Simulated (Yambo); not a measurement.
# TePb (Fm-3m) in Yambo: notebook

One crystal, TePb, is run at these levels: PBE; tasks: energy-loss spectrum.

Everything below comes from runs of Yambo 5.3.0. Logs are shortened: lines on timing, memory, paths and dates and some standing lists are left out, and cuts for length are marked.

**Measured values to compare with.**

From a printed reference work, monograph, for a bulk crystal of TePb at 4.2 K: band gap 0.19 eV (direct).

The results are compared with them further down.

## (1) The structure

Symmetry: Fm-3m, No. 225, cubic system. Conventional cell: a = 6.462 Å, b = 6.462 Å, c = 6.462 Å, α = 90.00°, β = 90.00°, γ = 90.00°. Around Pb (site symmetry m-3m) lie 6 Te at 3.23 Å. Te (site symmetry m-3m) is surrounded by 6 Pb at 3.23 Å.

## (2) Energy-loss spectrum, PBE

Contents of eels0.in:

```
optics
chi
Chimod= "HARTREE"
% BndsRnXd
 1 | 45 |
%
NGsBlkXd= 3 Ry
% LongDrXd
 1 | 1 | 1 |
%
% QpntsRXd
 2 | 2 |
%
% EnRngeXd
 0 | 50 | eV
%
% DmRngeXd
 0.3 | 0.3 | eV
%
ETStpsXd= 250
```

Contents of scf.in:

```
&CONTROL
  calculation = 'scf'
  prefix = 'pwscf'
  outdir = './tmp'
  pseudo_dir = './pseudo'
/
&SYSTEM
  ibrav = 0
  nat = 2
  ntyp = 2
  ecutwfc = 80
  nbnd = 22
  occupations = 'smearing'
  smearing = 'fd'
  degauss = 0.00367493
  force_symmorphic = .true.
/
&ELECTRONS
  conv_thr = 4d-10
  electron_maxstep = 120
  mixing_beta = 0.5
/
ATOMIC_SPECIES
Pb   207.2000 Pb.upf
Te   127.6000 Te.upf
CELL_PARAMETERS angstrom
   0.0000000000    3.2310000000    3.2310000000
   3.2310000000    0.0000000000    3.2310000000
   3.2310000000    3.2310000000    0.0000000000
ATOMIC_POSITIONS crystal
Pb     0.0000000000    0.0000000000    0.0000000000
Te     0.5000000000    0.5000000000    0.5000000000
K_POINTS automatic
10 10 10 0 0 0
```

Contents of nscf.in:

```
&CONTROL
  calculation = 'nscf'
  prefix = 'pwscf'
  outdir = './tmp'
  pseudo_dir = './pseudo'
/
&SYSTEM
  ibrav = 0
  nat = 2
  ntyp = 2
  ecutwfc = 80
  nbnd = 45
  occupations = 'fixed'
  force_symmorphic = .true.
/
&ELECTRONS
  conv_thr = 1d-08
  diago_full_acc = .true.
  diago_thr_init = 1d-06
/
ATOMIC_SPECIES
Pb   207.2000 Pb.upf
Te   127.6000 Te.upf
CELL_PARAMETERS angstrom
   0.0000000000    3.2310000000    3.2310000000
   3.2310000000    0.0000000000    3.2310000000
   3.2310000000    3.2310000000    0.0000000000
ATOMIC_POSITIONS crystal
Pb     0.0000000000    0.0000000000    0.0000000000
Te     0.5000000000    0.5000000000    0.5000000000
K_POINTS automatic
10 10 10 0 0 0
```

Potentials or basis: PseudoDojo 0.4.1 SR PBE standard.

Launch:

```
OMP_NUM_THREADS=1 pw.x -in scf.in > scf.out
OMP_NUM_THREADS=1 pw.x -in nscf.in > nscf.out
cd tmp/pwscf.save; p2y; mv SAVE ../..; cd ../..
OMP_NUM_THREADS=1 yambo
OMP_NUM_THREADS=1 yambo -F eels0.in -J eels0 -C eels0_out
```

Yambo's report:

```text
[... sections 02.01 to 02.04 as in the set-up run ...]

[... 5 lines left out ...]
  [X] Bosonic    Temperature                        :  0.000000  0.000000 [eV K]
  [X] Finite Temperature mode                       : no
  [X] El. density                                   :  0.44471E+24 [cm-3]
  [X] Fermi Level                                   :  9.035100 [eV]

  [X] === Gaps and Widths ===
  [X] Conduction Band Min                           :  0.736279 [eV]
  [X] Valence Band Max                              :  0.000000 [eV]
  [X] Filled Bands                                  :  15
  [X] Empty Bands                                   :   16   45
  [X] Direct Gap                                    :  0.736279 [eV]
  [X] Direct Gap localized at k                     :   6
  [X] Indirect Gap                                  :  0.736279 [eV]
  [X] Indirect Gap between kpts                     :   6   6
  [X] Last valence band width                       :  2.797055 [eV]
  [X] 1st conduction band width                     :  3.364501 [eV]

 [03] Transferred momenta grid and indexing
 ==========================================

 IBZ Q-points                                      :   47
 BZ  Q-points                                      :  1000

 K/Q-points units:
 rlu = crystal or reduced units; cc = cartesian coordinates; iku = interal k-units

 Q [ 1]         [rlu]:  0.000000  0.000000  0.000000
 Q [ 2]         [rlu]:  0.20115E-17  0.89504E-17  0.10000
 Q [ 3]         [rlu]:  0.32391E-17  0.17117E-16  0.20000
 Q [ 4]         [rlu]:  0.12778E-16  0.12778E-16  0.30000
 Q [ 5]         [rlu]:  0.88302E-17  0.36586E-16  0.40000
 Q [ 6]         [rlu]: -0.25308E-17 -0.25308E-17 -0.50000
 Q [ 7]         [rlu]:  0.28953E-17  0.10000      0.10000
 Q [ 8]         [rlu]: -0.55154E-17  0.10000      0.20000
 Q [ 9]         [rlu]: -0.10247E-16  0.10000      0.30000
 Q [10]         [rlu]:  0.39749E-16  0.10000      0.40000
 Q [11]         [rlu]: -0.22845E-16  0.10000      0.50000
 Q [12]         [rlu]: -0.25308E-17  0.10000     -0.40000
 Q [13]         [rlu]: -0.96142E-17  0.10000     -0.30000
 Q [14]         [rlu]: -0.12778E-16  0.10000     -0.20000
 Q [15]         [rlu]: -0.17117E-16  0.10000     -0.10000
[... 30 lines left out ...]
 Q [46]         [rlu]:  0.200000  0.400000 -0.300000
 Q [47]         [rlu]:  0.200000 -0.500000 -0.300000

 [04] Optics
 ===========

 [WF-X loader] Normalization (few states)  min/max  :  0.38095E-17   1.0000

 [X-CG] R(p) Tot o/o(of R):    45468   450000      100
```

Run time: 6.8 min. Hardware: 1 thread of Arm Neoverse V1, shared host; peak memory 0.93 GiB.

Results:

- Band gap on the k mesh, mean-field level: 0.74 eV, direct
- Peak of the energy-loss function: 47.6 eV

Energy-loss function at q = [0.0, 0.0, 0.1] (reciprocal lattice):
| energy (eV) | loss |
| --- | --- |
| 0.0 | 0.006 |
| 2.2 | 0.021 |
| 4.4 | 0.097 |
| 6.4 | 0.281 |
| 8.6 | 0.396 |
| 10.8 | 0.768 |
| 13.1 | 1.610 |
| 15.3 | 1.440 |
| 17.5 | 0.735 |
| 19.5 | 0.729 |
| 21.7 | 0.672 |
| 23.9 | 0.505 |
| 26.1 | 0.342 |
| 28.3 | 0.266 |
| 30.5 | 0.185 |
| 32.5 | 0.158 |
| 34.7 | 0.160 |
| 36.9 | 0.182 |
| 39.2 | 0.195 |
| 41.4 | 0.293 |
| 43.6 | 0.231 |
| 45.6 | 0.410 |
| 47.8 | 1.459 |
| 50.0 | 0.129 |

Caveat: spin-orbit coupling is left out, which as a rule narrows the gap of such compounds by several tenths of an eV.

## (3) Energy-loss spectrum, PBE

Contents of eels1.in:

```
optics
chi
Chimod= "HARTREE"
% BndsRnXd
 1 | 45 |
%
NGsBlkXd= 3 Ry
% LongDrXd
 1 | 1 | 1 |
%
% QpntsRXd
 3 | 3 |
%
% EnRngeXd
 0 | 50 | eV
%
% DmRngeXd
 0.3 | 0.3 | eV
%
ETStpsXd= 250
```

scf.in is that of step 2.

nscf.in is that of step 2.

Potentials or basis: PseudoDojo 0.4.1 SR PBE standard.

Launch:

```
OMP_NUM_THREADS=1 pw.x -in scf.in > scf.out
OMP_NUM_THREADS=1 pw.x -in nscf.in > nscf.out
cd tmp/pwscf.save; p2y; mv SAVE ../..; cd ../..
OMP_NUM_THREADS=1 yambo
OMP_NUM_THREADS=1 yambo -F eels1.in -J eels1 -C eels1_out
```

Yambo's report:

```text
[... sections 02.01 to 02.04 as in the set-up run ...]

[... 5 lines left out ...]
  [X] Bosonic    Temperature                        :  0.000000  0.000000 [eV K]
  [X] Finite Temperature mode                       : no
  [X] El. density                                   :  0.44471E+24 [cm-3]
  [X] Fermi Level                                   :  9.035100 [eV]

  [X] === Gaps and Widths ===
  [X] Conduction Band Min                           :  0.736279 [eV]
  [X] Valence Band Max                              :  0.000000 [eV]
  [X] Filled Bands                                  :  15
  [X] Empty Bands                                   :   16   45
  [X] Direct Gap                                    :  0.736279 [eV]
  [X] Direct Gap localized at k                     :   6
  [X] Indirect Gap                                  :  0.736279 [eV]
  [X] Indirect Gap between kpts                     :   6   6
  [X] Last valence band width                       :  2.797055 [eV]
  [X] 1st conduction band width                     :  3.364501 [eV]

 [03] Transferred momenta grid and indexing
 ==========================================

 IBZ Q-points                                      :   47
 BZ  Q-points                                      :  1000

 K/Q-points units:
 rlu = crystal or reduced units; cc = cartesian coordinates; iku = interal k-units

 Q [ 1]         [rlu]:  0.000000  0.000000  0.000000
 Q [ 2]         [rlu]:  0.20115E-17  0.89504E-17  0.10000
 Q [ 3]         [rlu]:  0.32391E-17  0.17117E-16  0.20000
 Q [ 4]         [rlu]:  0.12778E-16  0.12778E-16  0.30000
 Q [ 5]         [rlu]:  0.88302E-17  0.36586E-16  0.40000
 Q [ 6]         [rlu]: -0.25308E-17 -0.25308E-17 -0.50000
 Q [ 7]         [rlu]:  0.28953E-17  0.10000      0.10000
 Q [ 8]         [rlu]: -0.55154E-17  0.10000      0.20000
 Q [ 9]         [rlu]: -0.10247E-16  0.10000      0.30000
 Q [10]         [rlu]:  0.39749E-16  0.10000      0.40000
 Q [11]         [rlu]: -0.22845E-16  0.10000      0.50000
 Q [12]         [rlu]: -0.25308E-17  0.10000     -0.40000
 Q [13]         [rlu]: -0.96142E-17  0.10000     -0.30000
 Q [14]         [rlu]: -0.12778E-16  0.10000     -0.20000
 Q [15]         [rlu]: -0.17117E-16  0.10000     -0.10000
[... 30 lines left out ...]
 Q [46]         [rlu]:  0.200000  0.400000 -0.300000
 Q [47]         [rlu]:  0.200000 -0.500000 -0.300000

 [04] Optics
 ===========

 [WF-X loader] Normalization (few states)  min/max  :  0.38095E-17   1.0000

 [X-CG] R(p) Tot o/o(of R):    46474   450000      100
```

Run time: 6.8 min. Hardware: 1 thread of Arm Neoverse V1, shared host; peak memory 0.93 GiB.

What came out:

```
Band gap on the k mesh, mean-field level : 0.74 eV, direct
Peak of the energy-loss function         : 47.4 eV
```

Energy-loss function at q = [0.0, 0.0, 0.2] (reciprocal lattice):
| energy (eV) | loss |
| --- | --- |
| 0.0 | 0.006 |
| 2.2 | 0.021 |
| 4.4 | 0.068 |
| 6.4 | 0.285 |
| 8.6 | 0.435 |
| 10.8 | 0.719 |
| 13.1 | 1.350 |
| 15.3 | 1.547 |
| 17.5 | 0.778 |
| 19.5 | 0.816 |
| 21.7 | 0.715 |
| 23.9 | 0.478 |
| 26.1 | 0.331 |
| 28.3 | 0.257 |
| 30.5 | 0.187 |
| 32.5 | 0.158 |
| 34.7 | 0.158 |
| 36.9 | 0.181 |
| 39.2 | 0.194 |
| 41.4 | 0.294 |
| 43.6 | 0.229 |
| 45.6 | 0.416 |
| 47.8 | 1.322 |
| 50.0 | 0.120 |

Caveat: spin-orbit coupling is left out, which as a rule narrows the gap of such compounds by several tenths of an eV.

## (4) Energy-loss spectrum, PBE

Contents of eels2.in:

```
optics
chi
Chimod= "HARTREE"
% BndsRnXd
 1 | 45 |
%
NGsBlkXd= 3 Ry
% LongDrXd
 1 | 1 | 1 |
%
% QpntsRXd
 4 | 4 |
%
% EnRngeXd
 0 | 50 | eV
%
% DmRngeXd
 0.3 | 0.3 | eV
%
ETStpsXd= 250
```

scf.in is that of step 3.

nscf.in is that of step 3.

Potentials or basis: PseudoDojo 0.4.1 SR PBE standard.

Launch:

```
OMP_NUM_THREADS=1 pw.x -in scf.in > scf.out
OMP_NUM_THREADS=1 pw.x -in nscf.in > nscf.out
cd tmp/pwscf.save; p2y; mv SAVE ../..; cd ../..
OMP_NUM_THREADS=1 yambo
OMP_NUM_THREADS=1 yambo -F eels2.in -J eels2 -C eels2_out
```

Yambo's report:

```text
[... sections 02.01 to 02.04 as in the set-up run ...]

[... 5 lines left out ...]
  [X] Bosonic    Temperature                        :  0.000000  0.000000 [eV K]
  [X] Finite Temperature mode                       : no
  [X] El. density                                   :  0.44471E+24 [cm-3]
  [X] Fermi Level                                   :  9.035100 [eV]

  [X] === Gaps and Widths ===
  [X] Conduction Band Min                           :  0.736279 [eV]
  [X] Valence Band Max                              :  0.000000 [eV]
  [X] Filled Bands                                  :  15
  [X] Empty Bands                                   :   16   45
  [X] Direct Gap                                    :  0.736279 [eV]
  [X] Direct Gap localized at k                     :   6
  [X] Indirect Gap                                  :  0.736279 [eV]
  [X] Indirect Gap between kpts                     :   6   6
  [X] Last valence band width                       :  2.797055 [eV]
  [X] 1st conduction band width                     :  3.364501 [eV]

 [03] Transferred momenta grid and indexing
 ==========================================

 IBZ Q-points                                      :   47
 BZ  Q-points                                      :  1000

 K/Q-points units:
 rlu = crystal or reduced units; cc = cartesian coordinates; iku = interal k-units

 Q [ 1]         [rlu]:  0.000000  0.000000  0.000000
 Q [ 2]         [rlu]:  0.20115E-17  0.89504E-17  0.10000
 Q [ 3]         [rlu]:  0.32391E-17  0.17117E-16  0.20000
 Q [ 4]         [rlu]:  0.12778E-16  0.12778E-16  0.30000
 Q [ 5]         [rlu]:  0.88302E-17  0.36586E-16  0.40000
 Q [ 6]         [rlu]: -0.25308E-17 -0.25308E-17 -0.50000
 Q [ 7]         [rlu]:  0.28953E-17  0.10000      0.10000
 Q [ 8]         [rlu]: -0.55154E-17  0.10000      0.20000
 Q [ 9]         [rlu]: -0.10247E-16  0.10000      0.30000
 Q [10]         [rlu]:  0.39749E-16  0.10000      0.40000
 Q [11]         [rlu]: -0.22845E-16  0.10000      0.50000
 Q [12]         [rlu]: -0.25308E-17  0.10000     -0.40000
 Q [13]         [rlu]: -0.96142E-17  0.10000     -0.30000
 Q [14]         [rlu]: -0.12778E-16  0.10000     -0.20000
 Q [15]         [rlu]: -0.17117E-16  0.10000     -0.10000
[... 30 lines left out ...]
 Q [46]         [rlu]:  0.200000  0.400000 -0.300000
 Q [47]         [rlu]:  0.200000 -0.500000 -0.300000

 [04] Optics
 ===========

 [WF-X loader] Normalization (few states)  min/max  :  0.38095E-17   1.0000

 [X-CG] R(p) Tot o/o(of R):    46826   450000      100
```

It took 6.7 min on 1 thread of Arm Neoverse V1, shared host; peak memory 0.93 GiB.

Results:

- Band gap on the k mesh, mean-field level: 0.74 eV, direct
- Peak of the energy-loss function: 47.4 eV

Energy-loss function at q = [0.0, 0.0, 0.3] (reciprocal lattice):
```
energy (eV)   loss
        0.0  0.007
        2.2  0.017
        4.4  0.057
        6.4  0.193
        8.6  0.561
       10.8  0.614
       13.1  1.102
       15.3  1.535
       17.5  0.887
       19.5  0.955
       21.7  0.754
       23.9  0.472
       26.1  0.323
       28.3  0.260
       30.5  0.195
       32.5  0.157
       34.7  0.156
       36.9  0.181
       39.2  0.195
       41.4  0.296
       43.6  0.227
       45.6  0.423
       47.8  1.147
       50.0  0.109
```

Caveat: spin-orbit coupling is left out, which as a rule narrows the gap of such compounds by several tenths of an eV.

## (5) Energy-loss spectrum, PBE

Contents of eels3.in:

```
optics
chi
Chimod= "HARTREE"
% BndsRnXd
 1 | 45 |
%
NGsBlkXd= 3 Ry
% LongDrXd
 1 | 1 | 1 |
%
% QpntsRXd
 5 | 5 |
%
% EnRngeXd
 0 | 50 | eV
%
% DmRngeXd
 0.3 | 0.3 | eV
%
ETStpsXd= 250
```

scf.in is that of step 4.

nscf.in is that of step 4.

Potentials or basis: PseudoDojo 0.4.1 SR PBE standard.

Launch:

```
OMP_NUM_THREADS=1 pw.x -in scf.in > scf.out
OMP_NUM_THREADS=1 pw.x -in nscf.in > nscf.out
cd tmp/pwscf.save; p2y; mv SAVE ../..; cd ../..
OMP_NUM_THREADS=1 yambo
OMP_NUM_THREADS=1 yambo -F eels3.in -J eels3 -C eels3_out
```

Yambo's report:

```text
[... sections 02.01 to 02.04 as in the set-up run ...]

[... 5 lines left out ...]
  [X] Bosonic    Temperature                        :  0.000000  0.000000 [eV K]
  [X] Finite Temperature mode                       : no
  [X] El. density                                   :  0.44471E+24 [cm-3]
  [X] Fermi Level                                   :  9.035100 [eV]

  [X] === Gaps and Widths ===
  [X] Conduction Band Min                           :  0.736279 [eV]
  [X] Valence Band Max                              :  0.000000 [eV]
  [X] Filled Bands                                  :  15
  [X] Empty Bands                                   :   16   45
  [X] Direct Gap                                    :  0.736279 [eV]
  [X] Direct Gap localized at k                     :   6
  [X] Indirect Gap                                  :  0.736279 [eV]
  [X] Indirect Gap between kpts                     :   6   6
  [X] Last valence band width                       :  2.797055 [eV]
  [X] 1st conduction band width                     :  3.364501 [eV]

 [03] Transferred momenta grid and indexing
 ==========================================

 IBZ Q-points                                      :   47
 BZ  Q-points                                      :  1000

 K/Q-points units:
 rlu = crystal or reduced units; cc = cartesian coordinates; iku = interal k-units

 Q [ 1]         [rlu]:  0.000000  0.000000  0.000000
 Q [ 2]         [rlu]:  0.20115E-17  0.89504E-17  0.10000
 Q [ 3]         [rlu]:  0.32391E-17  0.17117E-16  0.20000
 Q [ 4]         [rlu]:  0.12778E-16  0.12778E-16  0.30000
 Q [ 5]         [rlu]:  0.88302E-17  0.36586E-16  0.40000
 Q [ 6]         [rlu]: -0.25308E-17 -0.25308E-17 -0.50000
 Q [ 7]         [rlu]:  0.28953E-17  0.10000      0.10000
 Q [ 8]         [rlu]: -0.55154E-17  0.10000      0.20000
 Q [ 9]         [rlu]: -0.10247E-16  0.10000      0.30000
 Q [10]         [rlu]:  0.39749E-16  0.10000      0.40000
 Q [11]         [rlu]: -0.22845E-16  0.10000      0.50000
 Q [12]         [rlu]: -0.25308E-17  0.10000     -0.40000
 Q [13]         [rlu]: -0.96142E-17  0.10000     -0.30000
 Q [14]         [rlu]: -0.12778E-16  0.10000     -0.20000
 Q [15]         [rlu]: -0.17117E-16  0.10000     -0.10000
[... 30 lines left out ...]
 Q [46]         [rlu]:  0.200000  0.400000 -0.300000
 Q [47]         [rlu]:  0.200000 -0.500000 -0.300000

 [04] Optics
 ===========

 [WF-X loader] Normalization (few states)  min/max  :  0.38095E-17   1.0000

 [X-CG] R(p) Tot o/o(of R):    46161   450000      100
```

o-eels3.eel_q5_inv_rpa_dyson:

```text
# Electron Energy Loss @ Q(5):  0.200000000     0.200000000    -0.200000000    [iku]
#
# [ X ] Hartree size                              :   59
# [GEN] GF Energies                               : Perdew, Burke & Ernzerhof(X)+Perdew, Burke & Ernzerhof(C)
# [GEN] Green`s Function                          : T-ordered
#
#    E[1] [eV]          Im(eel)            Re(eel)            Im(eel_o)          Re(eel_o)
#
        0.000000           0.007794          -0.180602           0.007968          -0.163783
        0.200803           0.007824          -0.180370           0.007999          -0.163544
        0.401606           0.007915          -0.179672           0.008095          -0.162825
        0.602410           0.008072          -0.178498           0.008262          -0.161614
        0.803213           0.008308          -0.176827           0.008512          -0.159890
        1.004016           0.008644          -0.174633           0.008868          -0.157623
[... 242 lines left out ...]
        49.79920           0.103130          -1.456796           0.087185          -1.231617
        50.00000           0.097655          -1.428558           0.089131          -1.224630
#
```

It took 6.7 min on 1 thread of Arm Neoverse V1, shared host; peak memory 0.93 GiB.

What came out:

```yaml
Band_gap_on_the_k_mesh_mean-field_level: 0.74 eV, direct
Peak_of_the_energy-loss_function: 47.4 eV
```

Energy-loss function at q = [0.0, 0.0, 0.4] (reciprocal lattice):
```
energy (eV)   loss
        0.0  0.008
        2.2  0.016
        4.4  0.067
        6.4  0.138
        8.6  0.618
       10.8  0.547
       13.1  0.861
       15.3  1.258
       17.5  0.988
       19.5  1.143
       21.7  0.805
       23.9  0.493
       26.1  0.333
       28.3  0.267
       30.5  0.206
       32.5  0.159
       34.7  0.156
       36.9  0.180
       39.2  0.196
       41.4  0.298
       43.6  0.224
       45.6  0.429
       47.8  0.978
       50.0  0.098
```

Caveat: spin-orbit coupling is left out, which as a rule narrows the gap of such compounds by several tenths of an eV.

## (6) Against experiment

Step 2. Against the measured gap of TePb, 0.19 eV (direct; 4.2 K; a printed reference work, monograph), the calculated 0.74 eV is off by +0.55 eV. Spin-orbit coupling on Pb, Te is left out. The value is that of PBE on a finite k mesh, which can miss the band edges, without temperature or zero-point motion.

Step 3. Against the measured gap of TePb, 0.19 eV (direct; 4.2 K; a printed reference work, monograph), the calculated 0.74 eV is off by +0.55 eV. Spin-orbit coupling on Pb, Te is left out. The value is that of PBE on a finite k mesh, which can miss the band edges, without temperature or zero-point motion.

Step 4. A measured gap of TePb is 0.19 eV (direct; 4.2 K; a printed reference work, monograph); the calculated 0.74 eV misses it by +0.55 eV. Spin-orbit coupling on Pb, Te is left out. The value is that of PBE on a finite k mesh, which can miss the band edges, without temperature or zero-point motion.

Step 5. Measured gap of TePb: 0.19 eV (direct; 4.2 K; a printed reference work, monograph). This calculation gives 0.74 eV (+0.55 eV). Spin-orbit coupling on Pb, Te is left out. The value is that of PBE on a finite k mesh, which can miss the band edges, without temperature or zero-point motion.
